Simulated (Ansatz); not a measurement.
Predict the output of the script below (Ansatz 0.2.0 through its Python package).

Script `drho.py`:
```python
# -*- coding: utf-8 -*-
"""Density difference of CaO against its sublattices."""

import warnings

import ansatz as az
import numpy as np

VECTORS = np.array([
    [-1.667634, 1.667634, 8.513492],
    [1.667634, -1.667634, 8.513492],
    [1.667634, 1.667634, -8.513492],
])
SITES = [
    ("Ca", (0.320403, 0.320403, 0.0)),
    ("Ca", (0.679597, 0.679597, 0.0)),
    ("O", (0.181814, 0.181814, 0.0)),
    ("O", (0.818186, 0.818186, 0.0)),
]


def make_crystal(cell):
    crystal = az.Crystal(lattice=az.Lattice.of(cell))
    for symbol, position in SITES:
        crystal = crystal.atom(symbol, position)
    return crystal

warnings.simplefilter("ignore", az.DeckWarning)

# same cell, cutoff and mesh for the crystal and its parts
def solve(crystal):
    return (
        crystal.calculation()
        .functional(az.Functional.PBESOL)
        .occupations("Gaussian", width=0.1)  # fractional filling near the Fermi level
        .basis(460, grid_basis="typed")  # cutoff of the orbital basis
        .kpoints(8, 8, 8)
        .density()
        .run(threads=1)
    )


whole = solve(make_crystal(VECTORS))
difference = whole.density().channels[0].density_e_per_ang3.copy()
binding = whole.report["free_energy_ev"]
for element in ["Ca", "O"]:
    part = az.Crystal(lattice=az.Lattice.of(VECTORS))
    for symbol, position in SITES:
        if symbol == element:
            part = part.atom(symbol, position)
    alone = solve(part)
    difference -= alone.density().channels[0].density_e_per_ang3
    binding -= alone.report["free_energy_ev"]
    print(f"{element} sublattice: {alone.report['n_electrons']:g} electrons, {alone.report['n_iterations']} iterations")

voxel = abs(np.linalg.det(VECTORS)) / difference.size
print(f"energy of the crystal less its unpolarised sublattices: {binding / len(SITES):.4f} eV/atom")
print(f"net charge of the difference {difference.sum() * voxel:.5f} e, charge rearranged {0.5 * np.abs(difference).sum() * voxel:.3f} e")
print(f"extremes {difference.min():.4f} and {difference.max():.4f} e/A^3")
for (symbol, position) in SITES:
    index = tuple(int(round(p * n)) % n for p, n in zip(position, difference.shape))
    print(f"  change of the pseudo-density at the grid point nearest {symbol}: {difference[index]:+.4f} e/A^3")
```

```console
$ python drho.py
Ca sublattice: 20 electrons, 8 iterations
O sublattice: 12 electrons, 8 iterations
energy of the crystal less its unpolarised sublattices: -5.4307 eV/atom
net charge of the difference 0.00000 e, charge rearranged 1.010 e
extremes -0.1316 and 0.1902 e/A^3
  change of the pseudo-density at the grid point nearest Ca: -0.0458 e/A^3
  change of the pseudo-density at the grid point nearest Ca: -0.0458 e/A^3
  change of the pseudo-density at the grid point nearest O: -0.0843 e/A^3
  change of the pseudo-density at the grid point nearest O: -0.0843 e/A^3
```

Caveats:
- The fields are valence quantities on the plane-wave grid; their values near the nuclei depend on the potentials.
- This cell is a computed structure, which may not be the phase found in nature.
- Charge moved counts every rearrangement, bonding and polarisation too, and is no transfer between atoms; the bare sublattices are artificial references. Values near the nuclei depend on the potentials.
- Timing: 11 s on 1 thread of Arm Neoverse V2, on a shared host, peak memory 0.54 GiB.
